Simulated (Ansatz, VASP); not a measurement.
# Two plane-wave programs on AlN

```xyz
4
Lattice="0.0000 -1.9889 -1.9889 0.0000 1.9889 -1.9889 3.9777 0.0000 0.0000" Properties=species:S:1:pos:R:3 pbc="T T T"
Al    0.0000   -0.1111   -1.9889
Al    1.9889    0.1111    0.0000
N     1.9889    0.0455   -1.9889
N     0.0000    1.9434   -1.9889
```

Change from the starting cell: mode 4 frozen in at -0.112 Å, equal normal strain along x, y and z -0.0083.

Alike in both runs: task single point; functional LDA; k mesh 8 × 8 × 6; occupations gaussian, width 0.05 eV; no spin polarisation.

|  | VASP | Ansatz |
| --- | --- | --- |
| version | VASP 6.6.1 | Ansatz 0.2.0 |
| potentials or method | VASP PAW LDA potentials, release 64 (Al, N) | scalar-relativistic, plane waves, PAW |
| plane-wave cutoff (eV) | 520 | 520 |
| valence electrons in the cell | 16 | 16 |

Ansatz gave:

- gap on the k mesh at the Fermi level (eV): 4.86
- least direct gap on the mesh (eV): 4.96
- pressure (GPa): 8.5
- largest component of the traceless stress (GPa): 2.12
- rms of the force components (eV/Å): 0.560

Problem. What did VASP give for the same quantities?

Solution. gap on the k mesh at the Fermi level (eV): 4.85; least direct gap on the mesh (eV): 4.95; pressure (GPa): 9.2; largest component of the traceless stress (GPa): 2.14; rms of the force components (eV/Å): 0.567.

Atom by atom the forces differ by 0.011 eV/Å (rms over components).

Caveats: forces of over 1 eV/Å show positions far from the minimum, so gaps and moduli don't describe the material at rest. A k mesh can miss the band edges.
